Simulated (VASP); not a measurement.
## Sn: relaxation of cell and atoms with PBE+D3(BJ)

Sn:

```
Sn
1.0
     0.00000    3.23334    3.23334
     3.23334    0.00000    3.23334
     3.23334    3.23334    0.00000
Sn
2
Direct
  0.75000 0.75000 0.75000
  0.50000 0.50000 0.50000
```

This isn't the form of Sn at room conditions, which is tetragonal (white tin).

```yaml
Program: VASP 6.6.1
Task: relaxation of cell and atoms
Functional: PBE
Dispersion: D3(BJ)
Potentials_or_basis: VASP PAW PBE potentials, release 64 (Sn_d)
Cutoff: 600 eV
k_mesh: 6 × 6 × 6
Occupations: fermi-dirac, width 0.05 eV
Spin: no spin polarisation
Ladder: gaps
Further_INCAR_settings: ALGO = Fast; EDIFF = 1e-07; IBRION = 2; EDIFFG = -0.01; NSW = 40; ISIF = 3
```

```
Relaxed volume                         : 35.52 Å³/atom
Relaxed cell                           : a = 4.649 Å, b = 4.649 Å, c = 4.649 Å, α = 60.00°, β = 60.00°, γ = 60.00°
Space group after relaxing (to 0.05 Å) : Fd-3m (No. 227)
Energy gained by relaxing              : 11.4 meV/atom
Ionic steps                            : 3
Pressure after relaxing                : 0.0 GPa
Band gap on the k mesh                 : none (metal or under the smearing width)
Dispersion energy per atom             : -0.294 eV
```

Step by step:
| step | energy change (eV) | largest force (eV/Å) | pressure (GPa) | volume (Å³) |
| --- | --- | --- | --- | --- |
| 1 | 0.0000 | 0.0000 | 2.23 | 67.61 |
| 2 | -0.0202 | 0.0000 | -0.66 | 72.30 |
| 3 | -0.0228 | 0.0000 | 0.00 | 71.05 |

Final structure:
```
Sn
1.0
     0.00000    3.28732    3.28732
     3.28732    0.00000    3.28732
     3.28732    3.28732    0.00000
Sn
2
Direct
  0.75000 0.75000 0.75000
  0.50000 0.50000 0.50000
```

Levels at points of the mesh, in eV from the Fermi level:
| k point | band 10 | band 11 | band 12 | band 13 | band 14 | band 15 | band 16 | band 17 | band 18 |
| --- | --- | --- | --- | --- | --- | --- | --- | --- | --- |
| (0.00, 0.00, 0.00) | -21.18 | -10.26 | -0.82 | 0.18 | 0.18 | 0.18 | 2.24 | 2.24 | 2.24 |
| (0.50, 0.00, 0.00) | -21.14 | -8.71 | -6.06 | -0.97 | -0.97 | 0.01 | 3.30 | 3.31 | 5.76 |
| (0.50, 0.50, 0.00) | -21.12 | -7.29 | -7.29 | -2.25 | -2.25 | 0.95 | 0.95 | 7.57 | 7.57 |

Wall time 2.2 min on 1 thread of AMD EPYC 7R13 Processor (Zen 3), on a shared host, peak memory 0.22 GiB.

Caveat: pairwise dispersion overbinds metals, which lowers pressure and volume. Zero-point motion and thermal expansion aren't in these numbers.
